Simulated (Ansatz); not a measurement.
# KNbO3: the cost of one run

Computed with the Python package of Ansatz 0.2.0. Level of theory: DFT mr2scan+U, plane waves, PAW.

## Step 1: The structure

Symmetry: P4mm, No. 99, tetragonal system. The conventional cell has a = 3.996 Å, b = 3.996 Å, c = 4.063 Å, α = 90.00°, β = 90.00°, γ = 90.00°. K (site symmetry 4mm) has 12 O at 2.79 to 2.91 Å as nearest neighbours. Around Nb (site symmetry 4mm) lie 6 O at 1.85 to 2.21 Å. O (site symmetry 4mm) has 2 Nb at 1.85 to 2.21 Å as nearest neighbours. O (site symmetry 2mm) is surrounded by 2 Nb at 2.00 Å and 4 K at 2.79 to 2.91 Å.

The script reads knbo3.extxyz:

```xyz
5
Lattice="3.996 0.0 0.0 0.0 3.996 0.0 0.0 0.0 4.063" Properties=species:S:1:pos:R:3 pbc="T T T"
K     0.00000000    0.00000000    0.07313400
Nb    1.99800000    1.99800000    2.03150000
O     1.99800000    1.99800000    0.17877200
O     1.99800000    0.00000000    2.19402000
O     0.00000000    1.99800000    2.19402000
```

## Step 2: The code

knbo3.py

```python
import warnings

import ansatz
import numpy as np


def count_gap(report):
    # lowest empty less highest filled band, counting bands; zero where they overlap
    return max(report.get("gap_by_band_count_ev") or 0.0, 0.0)


def main() -> None:
    warnings.simplefilter("ignore", ansatz.DeckWarning)

    xtal = ansatz.Crystal.from_extxyz("knbo3.extxyz")

    calc = (
        xtal.calculation()
        .functional("mr2scan")
        .basis(450)
        .kpoints(3)
        .occupations(ansatz.OccupationsMethod.FIXED)
        .eigensolver("davidson")
        .initial_density(normalization="cell")
        .scf(tolerance=1e-06, extra_bands=16, lower_state_search="light")
        .band_table()
    )
    rows = []
    for u in [0.0, 2.0, 4.0, 6.0]:
        summary = calc.hubbard("Nb", "d", u_eff=u).run(threads=1).report
        shell = summary["hubbard"]["n_scf"]
        rows.append((u, count_gap(summary), sum(shell) / len(shell), summary["n_iterations"]))
    for row in rows:
        print("; ".join(f"{name} = {round(v, 4) if isinstance(v, float) else v}" for name, v in zip(["U_eff eV", "gap by band count eV", "Nb d occupation (projector)", "iterations"], row)))


if __name__ == "__main__":
    main()
```

## Step 3: The calls as engine input

The package turns the script's settings into the engine's input (first run):

```yaml
crystal:
  lattice:
    - [3.996, 0.0, 0.0]
    - [0.0, 3.996, 0.0]
    - [0.0, 0.0, 4.063]
  atoms:
    - { symbol: K, position: [0.0, 0.0, 0.018000000000000002] }
    - { symbol: Nb, position: [0.5, 0.5, 0.5] }
    - { symbol: O, position: [0.5, 0.5, 0.044] }
    - { symbol: O, position: [0.5, 0.0, 0.54] }
    - { symbol: O, position: [0.0, 0.5, 0.54] }
basis:
  ecutwfc: 450.0
kpoints:
  mp_grid:
    grid: [3, 3, 3]
hamiltonian:
  xc: mr2scan
  hubbard:
    - { species: Nb, l: d, u_eff: 0.0 }
scf:
  n_extra_bands: 16
  convergence:
    dr2_threshold: 1.0e-06
  lower_state_search: light
  occupations:
    method: fixed
  eigensolver:
    kind: davidson
  initial_density:
    normalization: cell
output:
  eigenvalues: true
```

## Step 4: The run

Started as:

```bash
python knbo3.py
```

Q: Estimate wall time and peak memory on 1 thread of Arm Neoverse V1, shared host.

About 24 s, with a peak of 0.46 GiB.
